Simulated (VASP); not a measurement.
# SrO (Fm-3m) in VASP: band structure with PBEsol

Aim: the band structure of SrO with PBEsol.

All numbers are computed with VASP 6.6.1; they aren't measurements. Logs are shortened: lines on timing, memory, paths and dates and some standing lists are left out, and cuts for length are marked.

## (1) The crystal as given

The structure is cubic, space group Fm-3m (No. 225). The conventional cell has a = 5.133 Å, b = 5.133 Å, c = 5.133 Å, α = 90.00°, β = 90.00°, γ = 90.00°. Around Sr (site symmetry m-3m) lie 6 O at 2.57 Å. O (site symmetry m-3m) has 6 Sr at 2.57 Å as nearest neighbours.

The cell was built by a generator and needn't be a form met in nature.

## (2) Band structure, PBEsol

Input file INCAR:

```
PREC = Accurate
ENCUT = 520
EDIFF = 1E-6
ISMEAR = 0
SIGMA = 0.02
LREAL = F
LASPH = T
NELM = 80
ALGO = Normal
ISIF = 2
LWAVE = F
LCHARG = F
GGA = PS
NBANDS = 15
```

Input file KPOINTS:

```
regular mesh
0
Gamma
  10 10 10
```

Input file POSCAR:

```
SrO                                     
1.0
   -0.0000000000      2.5662572530      2.5662572530
    2.5662572530      0.0000000000      2.5662572530
    2.5662572530      2.5662572530     -0.0000000000
  Sr              O             
     1     1
Direct
     0.0000000000000000    0.0000000000000000    0.0000000000000000
     0.5000000000000000    0.5000000000000000    0.5000000000000000
```

Input file KPOINTS_OPT:

```
path GXWKGLUWLK,UX
10
line-mode
reciprocal
 0.0000000000  0.0000000000  0.0000000000  G
 0.5000000000  0.0000000000  0.5000000000  X

 0.5000000000  0.0000000000  0.5000000000  X
 0.5000000000  0.2500000000  0.7500000000  W

 0.5000000000  0.2500000000  0.7500000000  W
 0.3750000000  0.3750000000  0.7500000000  K

 0.3750000000  0.3750000000  0.7500000000  K
 0.0000000000  0.0000000000  0.0000000000  G

 0.0000000000  0.0000000000  0.0000000000  G
 0.5000000000  0.5000000000  0.5000000000  L

 0.5000000000  0.5000000000  0.5000000000  L
 0.6250000000  0.2500000000  0.6250000000  U

 0.6250000000  0.2500000000  0.6250000000  U
 0.5000000000  0.2500000000  0.7500000000  W

 0.5000000000  0.2500000000  0.7500000000  W
 0.5000000000  0.5000000000  0.5000000000  L

 0.5000000000  0.5000000000  0.5000000000  L
 0.3750000000  0.3750000000  0.7500000000  K

 0.6250000000  0.2500000000  0.6250000000  U
 0.5000000000  0.0000000000  0.5000000000  X
```

Potentials or basis: VASP PAW PBE potentials, release 64 (Sr_sv, O).

Run with:

```console
$ cat potpaw_PBE.64/Sr_sv/POTCAR potpaw_PBE.64/O/POTCAR > POTCAR
$ mpirun -np 1 vasp_std > vasp.out
```

OUTCAR:

```text
PREC = Accurate
   ENCUT = 520
   EDIFF = 1E-6
   ISMEAR = 0
   LREAL = F
   LASPH = T
   NELM = 80
   ISIF = 2
   GGA = PS

 ion  position               nearest neighbor table
   1  0.000  0.000  0.000-   2 2.57   2 2.57   2 2.57   2 2.57   2 2.57   2 2.57
   2  0.500  0.500  0.500-   1 2.57   1 2.57   1 2.57   1 2.57   1 2.57   1 2.57

  LATTYP: Found a face centered cubic cell.
 ALAT       =     5.1325145060

  Lattice vectors:

 A1 = (   0.0000000000,   2.5662572530,   2.5662572530)
 A2 = (   2.5662572530,   0.0000000000,   2.5662572530)
 A3 = (   2.5662572530,   2.5662572530,   0.0000000000)

Analysis of symmetry for initial positions (statically):
=====================================================================
 Subroutine PRICEL returns:
 Original cell was already a primitive cell.

 Routine SETGRP: Setting up the symmetry group for a
 face centered cubic supercell.

 Subroutine GETGRP returns: Found 48 space group operations
 (whereof 48 operations were pure point group operations)
 out of a pool of 48 trial point group operations.

The static configuration has the point symmetry O_h .

Analysis of symmetry for dynamics (positions and initial velocities):
=====================================================================
 Subroutine PRICEL returns:
 Original cell was already a primitive cell.

 Routine SETGRP: Setting up the symmetry group for a
 face centered cubic supercell.

 Subroutine GETGRP returns: Found 48 space group operations
 (whereof 48 operations were pure point group operations)
 out of a pool of 48 trial point group operations.

The dynamic configuration has the point symmetry O_h .

 Subroutine INISYM returns: Found 48 space group operations
 (whereof 48 operations are pure point group operations),
 and found     1 'primitive' translations

----------------------------------------------------------------------------------------

                                     Primitive cell

  volume of cell :      33.8011

  direct lattice vectors                    reciprocal lattice vectors
     0.000000000  2.566257253  2.566257253    -0.194836273  0.194836273  0.194836273
     2.566257253  0.000000000  2.566257253     0.194836273 -0.194836273  0.194836273
     2.566257253  2.566257253  0.000000000     0.194836273  0.194836273 -0.194836273

  length of vectors
     3.629235812  3.629235812  3.629235812     0.337466325  0.337466325  0.337466325

  position of ions in fractional coordinates (direct lattice)
     0.000000000  0.000000000  0.000000000
     0.500000000  0.500000000  0.500000000

  ion indices of the primitive-cell ions
   primitive index   ion index
                 1           1
                 2           2

----------------------------------------------------------------------------------------

 KPOINTS: regular mesh

Automatic generation of k-mesh.
 Grid dimensions read from file:
 generate k-points for:   10   10   10

 Generating k-lattice:

  Cartesian coordinates                     Fractional coordinates (reciprocal lattice)
    -0.019483627  0.019483627  0.019483627     0.100000000  0.000000000  0.000000000
     0.019483627 -0.019483627  0.019483627     0.000000000  0.100000000  0.000000000
     0.019483627  0.019483627 -0.019483627     0.000000000  0.000000000  0.100000000

  Length of vectors
     0.033746632  0.033746632  0.033746632

  Shift w.r.t. Gamma in fractional coordinates (k-lattice)
     0.000000000  0.000000000  0.000000000

 Subroutine IBZKPT returns following result:
 ===========================================

 Found     47 irreducible k-points:

 Following reciprocal coordinates:
            Coordinates               Weight
  0.000000  0.000000  0.000000      1.000000
  0.100000  0.000000  0.000000      8.000000
  0.200000  0.000000  0.000000      8.000000
  0.300000  0.000000  0.000000      8.000000
  0.400000  0.000000  0.000000      8.000000
  0.500000  0.000000  0.000000      4.000000
[... 16 lines left out ...]
  0.300000  0.300000  0.000000      6.000000
  0.400000  0.300000  0.000000     24.000000
 [... further k-points ...]
   k-points           NKPTS =     47   k-points in BZ     NKDIM =     47   number of bands    NBANDS=     15
   number of dos      NEDOS =    301   number of ions     NIONS =      2
   total plane-waves  NPLWV =  21952
   dimension x,y,z NGX =    28 NGY =   28 NGZ =   28
   dimension x,y,z NGXF=    56 NGYF=   56 NGZF=   56
   ions per type =               1   1
   NGX,Y,Z   is equivalent  to a cutoff of  12.83, 12.83, 12.83 a.u.
   NGXF,Y,Z  is equivalent  to a cutoff of  25.65, 25.65, 25.65 a.u.
 SYSTEM =  unknown system
   PREC   = accura    normal or accurate (medium, high low for compatibility)
   ISTART =      0    job   : 0-new  1-cont  2-samecut
   ICHARG =      2    charge: 1-file 2-atom 10-const
   ISPIN  =      1    spin polarized calculation?
   LNONCOLLINEAR =      F non collinear calculations
   LSORBIT =      F    spin-orbit coupling
   LASPH  =      T    aspherical Exc in radial PAW
   ENCUT  =  520.0 eV  38.22 Ry    6.18 a.u.   6.75  6.75  6.75*2*pi/ulx,y,z
   NELM   =     80;   NELMIN=  2; NELMDL= -5     # of ELM steps
   EDIFF  = 0.1E-05   stopping-criterion for ELM
   LREAL  =      F    real-space projection
   EDIFFG = 0.1E-04   stopping-criterion for IOM
   NSW    =      0    number of steps for IOM
   IBRION =     -1    ionic relax: 0-MD 1-quasi-New 2-CG
   NFREE  =      0    steps in history (QN), initial steepest desc. (CG)
   ISIF   =      2    stress and relaxation
   ISYM   =      2    0-nonsym 1-usesym 2-fastsym
   POTIM  = 0.5000    time-step for ionic-motion
   TEBEG  =    0.0;   TEEND  =   0.0 temperature during run
   PSTRESS=    0.0 pullay stress
   NELECT =      16.0000    total number of electrons
   NUPDOWN=      -1.0000    fix difference up-down
   EMIN   =  10.00;   EMAX   =-10.00  energy-range for DOS
   EFERMI =   0.00;   METHOD = LEGACY
   ISMEAR =     0;   SIGMA  =   0.02  broadening in eV -4-tet -1-fermi 0-gaus
   EFERMI_NEDOS =   21; number of points for ismear=-14 and -15
   IALGO  =     38    algorithm
   IMIX   =      4    mixing-type and parameters
     AMIX     =   0.40;   BMIX     =  1.00
     AMIX_MAG =   1.60;   BMIX_MAG =  1.00
  volume/ion in A,a.u.               =      16.90       114.05
  Fermi-wavevector in a.u.,A,eV,Ry     =   1.275865  2.411035 22.147983  1.627831
  Thomas-Fermi vector in A             =   2.408553
   LORBIT       =      0    0 simple, 1 ext, 2 COOP (PROOUT), +10 PAW based schemes
   GGA     = PS    functional components
   LHFCALC =     F    Hartree Fock is set to
   AEXX    =    0.0000 exact exchange contribution
   IVDW    =     0    specifies the selected vdW correction
   LEPSILON=     F    determine dielectric tensor
   LRPA    =     F    only Hartree local field effects (RPA)
 non-spin polarized calculation
 Gauss-broadening in eV      SIGMA  =   0.02
  energy-cutoff  :      520.00
  volume of cell :       33.80
 maximum number of plane-waves:       941
   NGX = 13   NGY = 13   NGZ = 13

 number of electron      15.9999996 magnetization

 Free energy of the ion-electron system (eV)
  ---------------------------------------------------
  ext. energy  EPLUGINS =         0.00000000
  ---------------------------------------------------
  free energy    TOTEN  =       -12.63975961 eV

  energy without entropy =      -12.63975961  energy(sigma->0) =      -12.63975961

 E-fermi :   1.7168     XC(G=0): -10.3039

 val. band max:        1.5146166682   @ k =   0.0000   0.0000   0.0000
 cond. band min:       4.6660564834   @ k =   0.5000   0.5000   0.0000
 fundamental gap:      3.1514398152
 Fermi energy:         1.7168084602

 k-point     1 :       0.0000    0.0000    0.0000
  band No.  band energies     occupation
      1     -30.7031      2.00000
      2     -13.4906      2.00000
      3     -12.3499      2.00000
      4     -12.3499      2.00000
      5     -12.3499      2.00000
      6       1.5146      2.00000
      7       1.5146      2.00000
      8       1.5146      2.00000
      9       5.3763      0.00000
     10       7.6884      0.00000
     11       7.6884      0.00000
     12       7.6884      0.00000
     13       9.8960      0.00000
     14       9.8960      0.00000
     15      14.0256      0.00000

 k-point     2 :       0.1000    0.0000    0.0000
  band No.  band energies     occupation
      1     -30.6894      2.00000
      2     -13.7458      2.00000
      3     -12.3582      2.00000
      4     -12.3582      2.00000
      5     -12.1277      2.00000
      6       1.1946      2.00000
      7       1.3809      2.00000
      8       1.3809      2.00000
      9       5.8521      0.00000
     10       7.5697      0.00000
     11       7.8893      0.00000
     12       7.8893      0.00000
     13      10.1672      0.00000
     14      10.1672      0.00000
     15      14.7034      0.00000

 k-point     3 :       0.2000    0.0000    0.0000
  band No.  band energies     occupation
      1     -30.6535      2.00000
      2     -14.2110      2.00000
      3     -12.3797      2.00000
      4     -12.3797      2.00000
      5     -11.7500      2.00000
      6       0.5329      2.00000
      7       1.0586      2.00000
      8       1.0586      2.00000
      9       6.9559      0.00000
     10       7.4549      0.00000
     11       8.4580      0.00000
     12       8.4580      0.00000
     13      10.8854      0.00000
     14      10.8854      0.00000
     15      16.3171      0.00000

 k-point     4 :       0.3000    0.0000    0.0000
  band No.  band energies     occupation
      1     -30.6084      2.00000
      2     -14.6386      2.00000
      3     -12.4059      2.00000
      4     -12.4059      2.00000
      5     -11.4309      2.00000
      6      -0.1130      2.00000
      7       0.7039      2.00000
      8       0.7039      2.00000
      9       7.5598      0.00000
     10       8.2817      0.00000
     11       9.2721      0.00000
     12       9.2721      0.00000
     13      11.8558      0.00000
     14      11.8558      0.00000
     15      17.4840      0.00000
[... 307 lines left out ...]
 k-point    22 :      -0.2000    0.2000    0.0000
  band No.  band energies     occupation
      1     -30.5936      2.00000
      2     -14.5700      2.00000
      3     -12.6527      2.00000
      4     -12.3874      2.00000
      5     -11.4614      2.00000
      6      -0.1212      2.00000
      7       0.5415      2.00000
      8       1.1657      2.00000
      9       7.2918      0.00000
     10       8.0750      0.00000
     11       9.0748      0.00000
     12      10.0049      0.00000
     13      12.0887      0.00000
     14      12.3186      0.00000
     15      17.4765      0.00000

 k-point    23 :       0.3000    0.3000    0.0000
  band No.  band energies     occupation
      1     -30.5796      2.00000
      2     -14.2372      2.00000
      3     -12.6033      2.00000
      4     -12.6033      2.00000
      5     -12.0233      2.00000
      6       0.2313      2.00000
      7       1.3712      2.00000
      8       1.3712      2.00000
      9       5.4091      0.00000
     10       7.9245      0.00000
     11      10.7828      0.00000
     12      10.7828      0.00000
     13      10.9885      0.00000
     14      12.0973      0.00000
     15      19.1130      0.00000

 k-point    24 :       0.4000    0.3000    0.0000
  band No.  band energies     occupation
      1     -30.5514      2.00000
      2     -14.2444      2.00000
      3     -12.7161      2.00000
      4     -12.6410      2.00000
      5     -12.1451      2.00000
      6       0.4345      2.00000
      7       1.2020      2.00000
      8       1.2815      2.00000
      9       5.3576      0.00000
     10       8.6329      0.00000
     11      11.0534      0.00000
     12      11.2480      0.00000
     13      11.7302      0.00000
     14      12.5543      0.00000
     15      16.9660      0.00000

 [... further k-points ...]

------------------------ aborting loop because EDIFF is reached ----------------------------------------

  FORCE on cell =-STRESS in cart. coord.  units (eV):
  Direction    XX          YY          ZZ          XY          YZ          ZX
  --------------------------------------------------------------------------------------
  -------------------------------------------------------------------------------------
  Total        0.0157473      0.0157473      0.0157473      0.0000000      0.0000000      0.0000000
  in kB        0.7464247      0.7464247      0.7464247      0.0000000      0.0000000      0.0000000
  external PRESSURE =       0.7464247 kB  Pullay stress =       0.0000000 kB

 VOLUME and BASIS-vectors are now :
 -----------------------------------------------------------------------------
  energy-cutoff  :      520.00
  volume of cell :       33.80
      direct lattice vectors                 reciprocal lattice vectors
     0.000000000  2.566257253  2.566257253    -0.194836273  0.194836273  0.194836273
     2.566257253  0.000000000  2.566257253     0.194836273 -0.194836273  0.194836273
     2.566257253  2.566257253  0.000000000     0.194836273  0.194836273 -0.194836273

 POSITION                                       TOTAL-FORCE (eV/Angst)
 -----------------------------------------------------------------------------------
      0.00000      0.00000      0.00000        -0.000000     -0.000000     -0.000000
      2.56626      2.56626      2.56626         0.000000      0.000000      0.000000
 -----------------------------------------------------------------------------------
    total drift:                                0.000000      0.000000      0.000000

  FREE ENERGIE OF THE ION-ELECTRON SYSTEM (eV)
  ---------------------------------------------------
  free  energy   TOTEN  =       -12.6397596108 eV

  energy  without entropy=      -12.6397596108  energy(sigma->0) =      -12.63975961
```

It took 52 s on 1 thread of AMD EPYC 7R13 (Zen 3), shared host; peak memory 0.16 GiB.

What came out:

* Free energy: -12.6398 eV
* Pressure: 0.1 GPa
* Band gap on the k mesh: 3.15 eV, indirect (least direct gap 3.23 eV)
* Band gap along the path: 3.15 eV, indirect (least direct gap 3.23 eV)

Levels at the corners of the path, in eV from the valence-band top:
```tsv
point	band 4	band 5	band 6	band 7	band 8	band 9	band 10	band 11	band 12	band 13
Γ	-13.86	-13.86	0.00	0.00	0.00	3.86	6.17	6.17	6.17	8.38
X	-14.25	-14.25	-0.43	-0.08	-0.08	3.15	7.80	10.23	10.27	11.20
X	-14.25	-14.25	-0.43	-0.08	-0.08	3.15	7.80	10.23	10.27	11.20
W	-14.57	-13.29	-1.15	-0.44	-0.44	5.96	5.96	8.65	11.22	11.42
W	-14.57	-13.29	-1.15	-0.44	-0.44	5.96	5.96	8.65	11.22	11.42
K	-14.14	-13.47	-0.98	-0.58	-0.47	4.70	7.86	8.76	10.22	11.07
K	-14.14	-13.47	-0.98	-0.58	-0.47	4.70	7.86	8.76	10.22	11.07
Γ	-13.86	-13.86	0.00	0.00	0.00	3.86	6.17	6.17	6.17	8.38
Γ	-13.86	-13.86	0.00	0.00	0.00	3.86	6.17	6.17	6.17	8.38
L	-13.95	-12.67	-2.24	-1.16	-1.16	6.51	8.33	8.88	8.88	12.02
L	-13.95	-12.67	-2.24	-1.16	-1.16	6.51	8.33	8.88	8.88	12.02
U	-14.14	-13.47	-0.98	-0.58	-0.47	4.70	7.86	8.76	10.22	11.07
U	-14.14	-13.47	-0.98	-0.58	-0.47	4.70	7.86	8.76	10.22	11.07
W	-14.57	-13.29	-1.15	-0.44	-0.44	5.96	5.96	8.65	11.22	11.42
W	-14.57	-13.29	-1.15	-0.44	-0.44	5.96	5.96	8.65	11.22	11.42
L	-13.95	-12.67	-2.24	-1.16	-1.16	6.51	8.33	8.88	8.88	12.02
L	-13.95	-12.67	-2.24	-1.16	-1.16	6.51	8.33	8.88	8.88	12.02
K	-14.14	-13.47	-0.98	-0.58	-0.47	4.70	7.86	8.76	10.22	11.07
U	-14.14	-13.47	-0.98	-0.58	-0.47	4.70	7.86	8.76	10.22	11.07
X	-14.25	-14.25	-0.43	-0.08	-0.08	3.15	7.80	10.23	10.27	11.20
```

Caveat: the PAW data sets were made with another functional, which shifts forces and pressure a little. PBEsol gaps usually lie below the measured ones, often by a third to a half.
